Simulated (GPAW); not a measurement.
# MgS (Niningerite) (Fm-3m) in GPAW: reference runs

Aim: a first look at MgS (Niningerite) with PBEsol, on the cell as given and on a disturbed one.

All numbers are computed with GPAW 26.7.0; they aren't measurements. Logs are shortened: lines on timing, memory, paths and dates and some standing lists are left out, and cuts for length are marked. The log counts tension as positive stress, the text compression.

**1. The structure**

Symmetry: Fm-3m, No. 225, cubic system. The conventional cell has a = 5.203 Å, b = 5.203 Å, c = 5.203 Å, α = 90.00°, β = 90.00°, γ = 90.00°. S (site symmetry m-3m) is surrounded by 6 Mg at 2.60 Å. Around Mg (site symmetry m-3m) lie 6 S at 2.60 Å.

**2. Single point, PBEsol**

run.py reads:

```python
from ase import Atoms
from ase.dft.bandgap import bandgap
from ase.io import write
from ase.units import Bohr, GPa
from gpaw import GPAW, PW, setup_paths
from gpaw.elf import elf_from_dft_calculation

setup_paths.insert(0, '.')

atoms = Atoms(['S', 'Mg'],
              cell=[[0.0, 2.60165, 2.60165],
                    [2.60165, 0.0, 2.60165],
                    [2.60165, 2.60165, 0.0]],
              scaled_positions=[[0.5, 0.5, 0.5],
                                [0.0, 0.0, 0.0]],
              pbc=True)

calc = GPAW(mode=PW(800),
            xc='PBEsol',
            kpts={'size': (9, 9, 9), 'gamma': True},
            occupations={'name': 'fermi-dirac', 'width': 0.05},
            nbands=16,
            convergence={'density': 1e-05, 'energy': 1e-05},
            maxiter=150,
            txt='gpaw.txt')
atoms.calc = calc
energy = atoms.get_potential_energy()
forces = atoms.get_forces()
stress = atoms.get_stress()
calc.write('gs.gpw')
write('result.traj', atoms)
print(f'Energy: {energy:.6f} eV')
print('Forces (eV/A):')
print(forces.round(4))
print('Stress (GPa):', (stress / GPa).round(3))
print('Fermi level:', round(calc.get_fermi_level(), 4), 'eV')
print(f'Gap: {bandgap(calc)[0]:.4f} eV, direct: {bandgap(calc, direct=True)[0]:.4f} eV')

# fields on the real-space grid
write('density.cube', atoms, data=calc.get_pseudo_density() * Bohr**3)
write('potential.cube', atoms, data=calc.get_electrostatic_potential())
write('elf.cube', atoms, data=elf_from_dft_calculation(calc).data)
```

Potentials or basis: PAW data sets generated in the run's folder for this functional, pw.

Run with:

```console
> gpaw-setup -f PBEsol Mg S
> OMP_NUM_THREADS=1 python run.py
```

gpaw.txt:

```text
__  _  _
 | _ |_)|_||  |
 |__||  | ||/\| - 26.7.0

Input parameters:
  mode=PW(ecut=800.0),
  convergence={'density': 1e-05, 'energy': 1e-05},
  kpts=MonkhorstPack(size=(9, 9, 9), gamma=True),
  maxiter=150,
  nbands=16,
  occupations=Occupations(name='fermi-dirac', width=0.05),
  xc=XC(name='PBEsol')

Diagonalizing LCAO Hamiltonian
Converting LCAO to pw mode

               S

       Mg

Atoms  # Å, Bohr magnetons
|   | symbol |        x |        y |        z |    initial magnetic moments |
|---|--------|----------|----------|----------|-----------------------------|
| 0 |      S | 2.601650 | 2.601650 | 2.601650 | ( 0.0000,  0.0000,  0.0000) |
| 1 |     Mg | 0.000000 | 0.000000 | 0.000000 | ( 0.0000,  0.0000,  0.0000) |

Unit cell  # Å
| periodic |        x |        y |        z |  lengths |    angles |
|----------|----------|----------|----------|----------|-----------|
|      yes | 0.000000 | 2.601650 | 2.601650 | 3.679289 | 60.000000 |
|      yes | 2.601650 | 0.000000 | 2.601650 | 3.679289 | 60.000000 |
|      yes | 2.601650 | 2.601650 | 0.000000 | 3.679289 | 60.000000 |

Number of symmetries: 48
Symmetry operations  # r_c * U_cc + t_c -> r_c
|    | kind |            matrix            |
|----|------|------------------------------|
|  0 |  σ   |  1, 0, 0,  1, 0,-1,  1,-1, 0 |
|  1 |  C2  |  1, 0, 0,  1,-1, 0,  1, 0,-1 |
|  2 |  E   |  1, 0, 0,  0, 1, 0,  0, 0, 1 |
|  3 |  σ   |  1, 0, 0,  0, 0, 1,  0, 1, 0 |
|  4 |  C4  |  1, 0,-1,  1, 0, 0,  1,-1, 0 |
|  5 |  S6  |  1, 0,-1,  1,-1, 0,  1, 0, 0 |
|  6 |  σ   |  1, 0,-1,  0, 1,-1,  0, 0,-1 |
|  7 |  C3  |  1, 0,-1,  0, 0,-1,  0, 1,-1 |
|  8 |  S6  |  1,-1, 0,  1, 0, 0,  1, 0,-1 |
|  9 |  C4  |  1,-1, 0,  1, 0,-1,  1, 0, 0 |
| 10 |  C3  |  1,-1, 0,  0,-1, 1,  0,-1, 0 |
| 11 |  σ   |  1,-1, 0,  0,-1, 0,  0,-1, 1 |
| 12 |  σ   |  0, 1, 0,  1, 0, 0,  0, 0, 1 |
| 13 |  C4  |  0, 1, 0,  0, 1,-1, -1, 1, 0 |
| 14 |  C3  |  0, 1, 0,  0, 0, 1,  1, 0, 0 |
| 15 |  S6  |  0, 1, 0, -1, 1, 0,  0, 1,-1 |
| 16 |  C2  |  0, 1,-1,  1, 0,-1,  0, 0,-1 |
| 17 |  σ   |  0, 1,-1,  0, 1, 0, -1, 1, 0 |
| 18 |  S4  |  0, 1,-1,  0, 0,-1,  1, 0,-1 |
| 19 |  C4  |  0, 1,-1, -1, 1, 0,  0, 1, 0 |
| 20 |  C3  |  0, 0, 1,  1, 0, 0,  0, 1, 0 |
| 21 |  σ   |  0, 0, 1,  0, 1, 0,  1, 0, 0 |
| 22 |  S6  |  0, 0, 1,  0,-1, 1, -1, 0, 1 |
| 23 |  C4  |  0, 0, 1, -1, 0, 1,  0,-1, 1 |
| 24 |  S4  |  0, 0,-1,  1, 0,-1,  0, 1,-1 |
| 25 |  C3  |  0, 0,-1,  0, 1,-1,  1, 0,-1 |
| 26 |  C2  |  0, 0,-1,  0,-1, 0, -1, 0, 0 |
| 27 |  S6  |  0, 0,-1, -1, 0, 0,  0,-1, 0 |
| 28 |  S4  |  0,-1, 1,  1,-1, 0,  0,-1, 0 |
| 29 |  C4  |  0,-1, 1,  0, 0, 1, -1, 0, 1 |
| 30 |  C2  |  0,-1, 1,  0,-1, 0,  1,-1, 0 |
| 31 |  σ   |  0,-1, 1, -1, 0, 1,  0, 0, 1 |
| 32 |  C3  |  0,-1, 0,  1,-1, 0,  0,-1, 1 |
| 33 |  S6  |  0,-1, 0,  0, 0,-1, -1, 0, 0 |
| 34 |  S4  |  0,-1, 0,  0,-1, 1,  1,-1, 0 |
| 35 |  C2  |  0,-1, 0, -1, 0, 0,  0, 0,-1 |
| 36 |  C2  | -1, 1, 0,  0, 1, 0,  0, 1,-1 |
| 37 |  S6  | -1, 1, 0,  0, 1,-1,  0, 1, 0 |
| 38 |  S4  | -1, 1, 0, -1, 0, 1, -1, 0, 0 |
| 39 |  C3  | -1, 1, 0, -1, 0, 0, -1, 0, 1 |
| 40 |  S6  | -1, 0, 1,  0, 0, 1,  0,-1, 1 |
| 41 |  C2  | -1, 0, 1,  0,-1, 1,  0, 0, 1 |
| 42 |  C3  | -1, 0, 1, -1, 1, 0, -1, 0, 0 |
| 43 |  S4  | -1, 0, 1, -1, 0, 0, -1, 1, 0 |
| 44 |  C2  | -1, 0, 0,  0, 0,-1,  0,-1, 0 |
| 45 |  i   | -1, 0, 0,  0,-1, 0,  0, 0,-1 |
| 46 |  σ   | -1, 0, 0, -1, 1, 0, -1, 0, 1 |
| 47 |  C2  | -1, 0, 0, -1, 0, 1, -1, 1, 0 |

BZ-sampling:
  Number of BZ points: 729
  Number of IBZ points: 35

  Monkhorst-Pack size: [9, 9, 9]
  Monkhorst-Pack shift: [0, 0, 0]

K-points  # in reciprocal-cell coordinates
|     |                                coordinates |     weight |
|-----|--------------------------------------------|------------|
|   0 | (  0.00000000,   0.00000000,   0.00000000) | 0.00137174 |
|   1 | (  0.11111111,   0.11111111,   0.00000000) | 0.00823045 |
|   2 | (  0.11111111,   0.11111111,   0.11111111) | 0.01097394 |
|   3 | (  0.22222222,   0.11111111,   0.11111111) | 0.01646091 |
|   4 | (  0.22222222,   0.22222222,   0.00000000) | 0.00823045 |
|   5 | (  0.22222222,   0.22222222,   0.11111111) | 0.03292181 |
|   6 | (  0.22222222,   0.22222222,   0.22222222) | 0.01097394 |
|   7 | (  0.33333333,   0.22222222,   0.11111111) | 0.03292181 |
|   8 | (  0.33333333,   0.22222222,   0.22222222) | 0.03292181 |
|   9 | (  0.33333333,   0.33333333,  -0.33333333) | 0.01646091 |
| ... |                                            |            |
|  34 | (  0.44444444,   0.44444444,   0.44444444) | 0.01097394 |

Plane wave coefficients: 1837
Cutoff: 800.0 eV

Spin-components: 1 (collinear spins)
Bands:           16
Projectors:      10
Spin-degeneracy: 2
Datatype:        complex128

Parallelization:
  kpt:    1
  domain: 1
  band:   1

Density:
  Valence electrons: 16.0
  Components: 1
  Grid points: [25 25 25]
  Charge: 0.0  # |e|

Potential:
  Grid points: [25 25 25]

species:
  S:
    name:    Sulfur
    Z:       16.0
    valence: 6
    core:    10
    charge:  0.0  # [|e|]
    compensation charges:
      type: gauss
      rc: 0.24  # [Å]
      lmax: 2
    cutoffs:
      filter: 1.77  # [Å]
      core: 1.66  # [Å]
    projectors
    | kind |    occ | energy [eV] | rcut [Å] |
    |------|--------|-------------|----------|
    |   3s |  2.000 |     -17.192 |    0.974 |
    |   3p |  4.000 |      -6.978 |    0.979 |
    |    s |        |      10.020 |    0.974 |
    |    p |        |      20.234 |    0.979 |
    |    d |        |       0.000 |    0.900 |

    Using partial waves for S as LCAO basis

  Mg:
    name:    Magnesium
    Z:       12.0
    valence: 10
    core:    2
    charge:  0.0  # [|e|]
    compensation charges:
      type: gauss
      rc: 0.33  # [Å]
      lmax: 2
    cutoffs:
      filter: 1.86  # [Å]
      core: 0.54  # [Å]
    projectors
    | kind |    occ | energy [eV] | rcut [Å] |
    |------|--------|-------------|----------|
    |   2s |  2.000 |     -79.588 |    1.090 |
    |   3s |  2.000 |      -4.679 |    1.090 |
    |   2p |  6.000 |     -46.550 |    1.085 |
    |   3p |  0.000 |      -1.306 |    1.085 |
    |    d |        |       0.000 |    1.037 |

    Using partial waves for Mg as LCAO basis

Reference energy: -16277.884661  # eV

eigensolver:
  PPCG
  Converge bands: occupied
  niter=2

density mixing:
  MSR1-Mixer
  Pratt-step length: 0.05
  Maximum mixing coefficient: 0.75
  Old densities: 10
  SVD Regularization: 0.005
  Good broyden scale: 1.0
  Trust region scale: 1.0
  Backstep threshold: 4.0
  History deletion threshold: 6.0
  Fourier metric: weight=20.0, sigma=0.015

occupation numbers:
  Fermi-Dirac:
    width: 0.0500  # eV

poisson solver:
  ecut: 6400.0  # eV

xc functional:
  name: PBEsol with 2 nearest neighbor stencil

convergence criteria:
- Maximum integral of absolute [dens]ity change: 1e-05 electrons / valence electron
- Maximum [total energy] change in last 3 cyles: 1e-05 eV / valence electron
- Maximum integral of absolute [eigenst]ate change: 4e-08 eV^2 / valence electron
maximum number of iterations: 150

SCF iterations
|iter     | |      energy | eigst |  dens |
|---------|-|-------------|-------|-------|
|iter:   1| |   -9.470431 | -0.02 |       |
|iter:   2| |   -9.411315 | -2.31 | -1.17 |
|iter:   3| |   -9.170016 | -1.83 | -1.21 |
|iter:   4| |   -9.172172 | -3.34 | -1.81 |
|iter:   5| |   -9.172882 | -4.21 | -2.23 |
|iter:   6| |   -9.172891 | -5.97 | -3.44 |
|iter:   7| |   -9.172893c| -7.08 | -3.91 |
|iter:   8| |   -9.172893c| -8.55c| -4.80 |
|iter:   9| |   -9.172893c| -9.41c| -5.70c|

Converged in 9 steps
Energy contributions relative to reference atoms: (reference = -16277.884661)

Energy contributions:
  Kinetic:           6.536772
  Coulomb:          -5.448749
  Zero:              0.055832
  External:          0.000000
  Xc:              -10.316747
  Entropy:          -0.000000
  Spinorbit:         0.000000
  ----------------------------
  Free energy:      -9.172893
  Extrapolated:     -9.172893

dipole moment: (-7.469192, -7.469192, -7.469192)  # |e|*Ang

Fermi level: 5.816
Eigenvalues  # (at kpt = [0.000, 0.000, 0.000])
| band index |      eig [eV] | occ [0-2] |
|------------|---------------|-----------|
|          0 |       -69.899 |     2.000 |
|          1 |       -36.870 |     2.000 |
|          2 |       -36.870 |     2.000 |
|          3 |       -36.870 |     2.000 |
|          4 |        -8.103 |     2.000 |
|          5 |         4.579 |     2.000 |
[... 8 lines left out ...]
|         14 |        16.884 |     0.000 |
|         15 |        17.730 |     0.000 |

Gap: 2.843 eV
Transition (v -> c):
  (s=0, k=0, n=7, [0.00, 0.00, 0.00]) -> (s=0, k=30, n=8, [0.44, 0.44, 0.00])
Direct/indirect transitions are different
Direct gap: 3.596 eV
Transition at: (s=0, k=0, n=7, [0.00, 0.00, 0.00])

Forces  # eV/Ang
|       x |        y |        z |
|---------|----------|----------|
| 0.00000 |  0.00000 |  0.00000 |  # S    0
| 0.00000 | -0.00000 | -0.00000 |  # Mg   1

Stress tensor  # eV/Ang^3
|        x |        y |        z |
|----------|----------|----------|
| 0.005630 | 0.000000 | 0.000000 |
| 0.000000 | 0.005630 | 0.000000 |
| 0.000000 | 0.000000 | 0.005630 |

# Writing to gs.gpw (mode='')
```

Run time: 16 s. Hardware: 1 thread of Arm Neoverse V2, shared host; peak memory 0.17 GiB.

Results:

| Property | Result |
| --- | --- |
| Free energy | -9.1729 eV |
| Pressure | -0.9 GPa |
| Band gap on the k mesh | 2.84 eV, indirect (least direct gap 3.60 eV) |

Caveat: an odd mesh through Γ misses points on the zone boundary, where band edges often lie.

**3. Single point, PBEsol (atoms moved at random, drawn with an rms of 0.05 Å)**

run.py: that of step 2 with these lines changed.

```diff
@@ -3,5 +3,4 @@
 from ase.io import write
-from ase.units import Bohr, GPa
+from ase.units import GPa
 from gpaw import GPAW, PW, setup_paths
-from gpaw.elf import elf_from_dft_calculation
 
@@ -13,4 +12,4 @@
                     [2.60165, 2.60165, 0.0]],
-              scaled_positions=[[0.5, 0.5, 0.5],
-                                [0.0, 0.0, 0.0]],
+              scaled_positions=[[0.499231, 0.503653, 0.509622],
+                                [0.01475, -0.008204, -0.011666]],
               pbc=True)
@@ -37,6 +36 @@
 print(f'Gap: {bandgap(calc)[0]:.4f} eV, direct: {bandgap(calc, direct=True)[0]:.4f} eV')
-
-# fields on the real-space grid
-write('density.cube', atoms, data=calc.get_pseudo_density() * Bohr**3)
-write('potential.cube', atoms, data=calc.get_electrostatic_potential())
-write('elf.cube', atoms, data=elf_from_dft_calculation(calc).data)
```

Potentials or basis: PAW data sets generated in the run's folder for this functional, pw.

Run with:

```console
> gpaw-setup -f PBEsol Mg S
> OMP_NUM_THREADS=1 python run.py
```

gpaw.txt:

```text
__  _  _
 | _ |_)|_||  |
 |__||  | ||/\| - 26.7.0

Input parameters:
  mode=PW(ecut=800.0),
  convergence={'density': 1e-05, 'energy': 1e-05},
  kpts=MonkhorstPack(size=(9, 9, 9), gamma=True),
  maxiter=150,
  nbands=16,
  occupations=Occupations(name='fermi-dirac', width=0.05),
  xc=XC(name='PBEsol')

Diagonalizing LCAO Hamiltonian
Converting LCAO to pw mode

               S

       Mg

Atoms  # Å, Bohr magnetons
|   | symbol |         x |        y |        z |    initial magnetic moments |
|---|--------|-----------|----------|----------|-----------------------------|
| 0 |      S |  2.636187 | 2.624682 | 2.609153 | ( 0.0000,  0.0000,  0.0000) |
| 1 |     Mg | -0.051695 | 0.008023 | 0.017030 | ( 0.0000,  0.0000,  0.0000) |

Unit cell  # Å
| periodic |        x |        y |        z |  lengths |    angles |
|----------|----------|----------|----------|----------|-----------|
|      yes | 0.000000 | 2.601650 | 2.601650 | 3.679289 | 60.000000 |
|      yes | 2.601650 | 0.000000 | 2.601650 | 3.679289 | 60.000000 |
|      yes | 2.601650 | 2.601650 | 0.000000 | 3.679289 | 60.000000 |

Number of symmetries: 1
Symmetry operations  # r_c * U_cc + t_c -> r_c
|   | kind |            matrix            |
|---|------|------------------------------|
| 0 |  E   |  1, 0, 0,  0, 1, 0,  0, 0, 1 |

BZ-sampling:
  Number of BZ points: 729
  Number of IBZ points: 365

  Monkhorst-Pack size: [9, 9, 9]
  Monkhorst-Pack shift: [0, 0, 0]

K-points  # in reciprocal-cell coordinates
|     |                                coordinates |     weight |
|-----|--------------------------------------------|------------|
|   0 | (  0.00000000,   0.00000000,   0.00000000) | 0.00137174 |
|   1 | (  0.00000000,   0.00000000,   0.11111111) | 0.00274348 |
|   2 | (  0.00000000,   0.00000000,   0.22222222) | 0.00274348 |
|   3 | (  0.00000000,   0.00000000,   0.33333333) | 0.00274348 |
|   4 | (  0.00000000,   0.00000000,   0.44444444) | 0.00274348 |
|   5 | (  0.00000000,   0.11111111,  -0.44444444) | 0.00274348 |
|   6 | (  0.00000000,   0.11111111,  -0.33333333) | 0.00274348 |
|   7 | (  0.00000000,   0.11111111,  -0.22222222) | 0.00274348 |
|   8 | (  0.00000000,   0.11111111,  -0.11111111) | 0.00274348 |
|   9 | (  0.00000000,   0.11111111,   0.00000000) | 0.00274348 |
| ... |                                            |            |
| 364 | (  0.44444444,   0.44444444,   0.44444444) | 0.00274348 |

Plane wave coefficients: 1837
Cutoff: 800.0 eV

Spin-components: 1 (collinear spins)
Bands:           16
Projectors:      10
Spin-degeneracy: 2
Datatype:        complex128

Parallelization:
  kpt:    1
  domain: 1
  band:   1

Density:
  Valence electrons: 16.0
  Components: 1
  Grid points: [25 25 25]
  Charge: 0.0  # |e|

Potential:
  Grid points: [25 25 25]

species:
  S:
    name:    Sulfur
    Z:       16.0
    valence: 6
    core:    10
    charge:  0.0  # [|e|]
    compensation charges:
      type: gauss
      rc: 0.24  # [Å]
      lmax: 2
    cutoffs:
      filter: 1.77  # [Å]
      core: 1.66  # [Å]
    projectors
    | kind |    occ | energy [eV] | rcut [Å] |
    |------|--------|-------------|----------|
    |   3s |  2.000 |     -17.192 |    0.974 |
    |   3p |  4.000 |      -6.978 |    0.979 |
    |    s |        |      10.020 |    0.974 |
    |    p |        |      20.234 |    0.979 |
    |    d |        |       0.000 |    0.900 |

    Using partial waves for S as LCAO basis

  Mg:
    name:    Magnesium
    Z:       12.0
    valence: 10
    core:    2
    charge:  0.0  # [|e|]
    compensation charges:
      type: gauss
      rc: 0.33  # [Å]
      lmax: 2
    cutoffs:
      filter: 1.86  # [Å]
      core: 0.54  # [Å]
    projectors
    | kind |    occ | energy [eV] | rcut [Å] |
    |------|--------|-------------|----------|
    |   2s |  2.000 |     -79.588 |    1.090 |
    |   3s |  2.000 |      -4.679 |    1.090 |
    |   2p |  6.000 |     -46.550 |    1.085 |
    |   3p |  0.000 |      -1.306 |    1.085 |
    |    d |        |       0.000 |    1.037 |

    Using partial waves for Mg as LCAO basis

Reference energy: -16277.884661  # eV

eigensolver:
  PPCG
  Converge bands: occupied
  niter=2

density mixing:
  MSR1-Mixer
  Pratt-step length: 0.05
  Maximum mixing coefficient: 0.75
  Old densities: 10
  SVD Regularization: 0.005
  Good broyden scale: 1.0
  Trust region scale: 1.0
  Backstep threshold: 4.0
  History deletion threshold: 6.0
  Fourier metric: weight=20.0, sigma=0.015

occupation numbers:
  Fermi-Dirac:
    width: 0.0500  # eV

poisson solver:
  ecut: 6400.0  # eV

xc functional:
  name: PBEsol with 2 nearest neighbor stencil

convergence criteria:
- Maximum integral of absolute [dens]ity change: 1e-05 electrons / valence electron
- Maximum [total energy] change in last 3 cyles: 1e-05 eV / valence electron
- Maximum integral of absolute [eigenst]ate change: 4e-08 eV^2 / valence electron
maximum number of iterations: 150

SCF iterations
|iter     | |      energy | eigst |  dens |
|---------|-|-------------|-------|-------|
|iter:   1| |   -9.462180 | -0.02 |       |
|iter:   2| |   -9.402565 | -2.31 | -1.17 |
|iter:   3| |   -9.158835 | -1.82 | -1.21 |
|iter:   4| |   -9.160944 | -3.35 | -1.81 |
|iter:   5| |   -9.161661 | -4.18 | -2.23 |
|iter:   6| |   -9.161670 | -5.94 | -3.43 |
|iter:   7| |   -9.161671c| -7.07 | -3.92 |
|iter:   8| |   -9.161671c| -8.54c| -4.80 |
|iter:   9| |   -9.161671c| -9.35c| -5.66c|

Converged in 9 steps
Energy contributions relative to reference atoms: (reference = -16277.884661)

Energy contributions:
  Kinetic:           6.726372
  Coulomb:          -5.599355
  Zero:              0.055444
  External:          0.000000
  Xc:              -10.344132
  Entropy:          -0.000000
  Spinorbit:         0.000000
  ----------------------------
  Free energy:      -9.161671
  Extrapolated:     -9.161671

dipole moment: (7.242996, 0.051042, 0.085096)  # |e|*Ang

Fermi level: 5.814
Eigenvalues  # (at kpt = [0.000, 0.000, 0.000])
| band index |      eig [eV] | occ [0-2] |
|------------|---------------|-----------|
|          0 |       -69.893 |     2.000 |
|          1 |       -36.864 |     2.000 |
|          2 |       -36.864 |     2.000 |
|          3 |       -36.863 |     2.000 |
|          4 |        -8.105 |     2.000 |
|          5 |         4.565 |     2.000 |
|          6 |         4.578 |     2.000 |
|          7 |         4.579 |     2.000 |
|          8 |         8.172 |     0.000 |
|          9 |        12.386 |     0.000 |
|         10 |        12.386 |     0.000 |
|         11 |        12.399 |     0.000 |
|         12 |        14.800 |     0.000 |
|         13 |        14.819 |     0.000 |
|         14 |        16.869 |     0.000 |
|         15 |        17.733 |     0.000 |

Gap: 2.844 eV
Transition (v -> c):
  (s=0, k=0, n=7, [0.00, 0.00, 0.00]) -> (s=0, k=360, n=8, [0.44, 0.44, 0.00])
Direct/indirect transitions are different
Direct gap: 3.593 eV
Transition at: (s=0, k=0, n=7, [0.00, 0.00, 0.00])

Forces  # eV/Ang
|        x |        y |        z |
|----------|----------|----------|
| -0.25532 | -0.04170 |  0.02644 |  # S    0
|  0.25534 |  0.04170 | -0.02644 |  # Mg   1

Stress tensor  # eV/Ang^3
|         x |         y |         z |
|-----------|-----------|-----------|
|  0.000250 |  0.000124 | -0.000078 |
|  0.000124 |  0.005842 | -0.000013 |
| -0.000078 | -0.000013 |  0.005945 |

# Writing to gs.gpw (mode='')
```

stdout:

```text
Energy: -9.161671 eV
Forces (eV/A):
[[-0.2553 -0.0417  0.0264]
 [ 0.2553  0.0417 -0.0264]]
Stress (GPa): [ 0.04   0.936  0.953 -0.002 -0.013  0.02 ]
Fermi level: 5.8139 eV
Gap: 2.8438 eV, direct: 3.5935 eV
```

It took 2.1 min on 1 thread of Arm Neoverse V2, shared host; peak memory 0.45 GiB.

Results:

| Property | Result |
| --- | --- |
| Free energy | -9.1617 eV |
| Pressure | -0.6 GPa |
| Largest force | 0.260 eV/Å |
| Band gap on the k mesh | 2.84 eV, indirect (least direct gap 3.59 eV) |

Forces on the atoms (eV/Å):
```
S   -0.255 -0.042  0.026
Mg   0.255  0.042 -0.026
```

Caveat: an odd mesh through Γ misses points on the zone boundary, where band edges often lie.
